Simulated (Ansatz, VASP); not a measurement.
This is a calculation of KF for VASP 6.6.1.

Contents of POSCAR:

```
KF
1.0
    3.2589550000      0.0000000000      0.0000000000
    0.0000000000      3.2589550000      0.0000000000
    0.0000000000      0.0000000000      3.2589550000
K F
1 1
Direct
    0.0000000000      0.0000000000      0.0000000000
    0.5000000000      0.5000000000      0.5000000000
```

Contents of INCAR.step1:

```
ALGO = Normal
EDIFF = 1E-5
ENCUT = 400
GGA = PE
ISIF = 2
ISMEAR = 0
LASPH = True
LCHARG = False
LREAL = False
LWAVE = True
NELM = 60
PREC = Accurate
SIGMA = 0.01
```

INCAR.step2

```
AEXX = 0.5
ALGO = Normal
EDIFF = 1E-7
ENCUT = 400
ISIF = 2
ISMEAR = 0
ISTART = 1
IVDW = 12
LASPH = True
LCHARG = False
LHFCALC = True
LMIXTAU = True
LREAL = False
LWAVE = False
METAGGA = R2SCAN
NELM = 60
PREC = Accurate
PRECFOCK = Normal
SIGMA = 0.01
VDW_A1 = 0.4311
VDW_A2 = 5.924
VDW_S6 = 1.0
VDW_S8 = 1.3294
```

KPOINTS

```
k-points
0
Gamma
  4 4 4
```

KPOINTS_OPT

```
path GXMGRX,MR
12
line-mode
reciprocal
 0.0000000000  0.0000000000  0.0000000000  G
 0.0000000000  0.5000000000  0.0000000000  X

 0.0000000000  0.5000000000  0.0000000000  X
 0.5000000000  0.5000000000  0.0000000000  M

 0.5000000000  0.5000000000  0.0000000000  M
 0.0000000000  0.0000000000  0.0000000000  G

 0.0000000000  0.0000000000  0.0000000000  G
 0.5000000000  0.5000000000  0.5000000000  R

 0.5000000000  0.5000000000  0.5000000000  R
 0.0000000000  0.5000000000  0.0000000000  X

 0.5000000000  0.5000000000  0.0000000000  M
 0.5000000000  0.5000000000  0.5000000000  R
```

Potentials or basis: VASP PAW PBE potentials, release 64 (K_sv, F_s).

Command:

```sh
$ cat potpaw_PBE.64/K_sv/POTCAR potpaw_PBE.64/F_s/POTCAR > POTCAR
$ cp INCAR.step1 INCAR
$ mpirun -np 1 vasp_std > vasp.out
$ cp INCAR.step2 INCAR
$ mpirun -np 1 vasp_std > vasp.out
```

Translate it to Ansatz 0.2.0. Potentials there: Ansatz PAW.

As run (the cutoff follows the program's own potentials):

input.yaml

```yaml
crystal:
  lattice:
    - [3.258955, 0.0, 0.0]
    - [0.0, 3.258955, 0.0]
    - [0.0, 0.0, 3.258955]
  atoms:
    - { symbol: K, position: [0.0, 0.0, 0.0] }
    - { symbol: F, position: [0.5, 0.5, 0.5] }
hamiltonian:
  xc: r2scan50
  pseudopotentials: { kind: paw }
  dispersion: d3bj
kpoints:
  mp_grid: { grid: [4, 4, 4] }
  band_path:
    path:
      - [[0.0, 0.0, 0.0], [0.0, 0.5, 0.0], [0.5, 0.5, 0.0], [0.0, 0.0, 0.0], [0.5, 0.5, 0.5], [0.0, 0.5, 0.0]]
      - [[0.5, 0.5, 0.0], [0.5, 0.5, 0.5]]
    npoints: 4
scf:
  occupations: { method: gaussian, width: 0.01 }
  n_extra_bands: 6
output:
  forces: true
  stress: true
  eigenvalues: true
  fatbands: false
```

Potentials or basis: Ansatz PAW.

Command:

```sh
$ ansatz run input.yaml --threads 2 --pin off --max-ram 5632MiB --backend cpu --events-out ev --progress --plain --runs-dir out
```

Both were run:

|  | VASP | Ansatz | Ansatz less VASP |
| --- | --- | --- | --- |
| gap on the k mesh at the Fermi level (eV) | 12.18 | 12.23 | +0.045 |
| least direct gap on the mesh (eV) | 12.22 | 12.27 | +0.042 |
| pressure (GPa) | -5.2 | -4.8 | +0.40 |
| dispersion energy (meV/atom) | -126.9 | -127.0 | -0.06 |

The functional is the same, so the differences come from potentials, cutoffs and numerics.

Caveats: the k mesh is coarse (spacing up to 0.48 Å⁻¹), so the values aren't converged, least of all with exact exchange; an unscreened hybrid on a path of extra k points without a Coulomb cutoff has errors near the mesh points, so the bands along the path aren't reliable (VASP); the PAW data sets were made with another functional, which shifts forces and pressure a little (VASP); the PAW data sets come from PBE, with cores solved anew for the run's functional, which leaves a small shift of forces and pressure (Ansatz); the dispersion damping was fitted for another functional or another form of the correction (Ansatz); the thresholds are loose for stress (Ansatz).
